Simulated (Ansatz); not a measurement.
Runs of Ansatz 0.2.0 on Ag2O. It takes space group Pn-3m (No. 224, cubic). Conventional cell: a = 4.718 Å, b = 4.718 Å, c = 4.718 Å, α = 90.00°, β = 90.00°, γ = 90.00°. Ag (site symmetry -3m) is surrounded by 2 O at 2.04 Å. O (site symmetry -43m) is surrounded by 4 Ag at 2.04 Å. 

```tsv
task	cell	k mesh	target pressure (GPa)	gap on the mesh (eV)	pressure (GPa)
relaxation of cell and atoms	relaxed to 20 GPa	5 × 5 × 5	20	0.31	20.0
relaxation of cell and atoms	relaxed	5 × 5 × 5	-	none	0.0
relaxation of cell and atoms	relaxed to 30 GPa	5 × 5 × 5	30	0.44	30.0
single point	as given	6 × 6 × 6	-	none	(a)
```

Alike in all rows: level PBEsol; potentials or basis Ansatz PAW; no spin polarisation; cutoff (eV) 420; smearing fermi-dirac 0.05 eV.

Task: Estimate the missing entries.

Result: (a) -0.6.

Caveats: the PAW data sets come from PBE, with cores solved anew for the run's functional, which leaves a small shift of forces and pressure; the plane-wave basis is chosen anew once the cell has moved, so the energies of steps on either side of that aren't comparable (some runs); odd divisions of the mesh miss points on the zone boundary, where band edges often lie, so the gap on the mesh can be too wide (some runs).

A k mesh can miss the band edges, and the runs leave out spin-orbit coupling on Ag.

A gap of «none» marks a metal or a gap under the smearing width.

Runs at the PBE level aren't shown here.
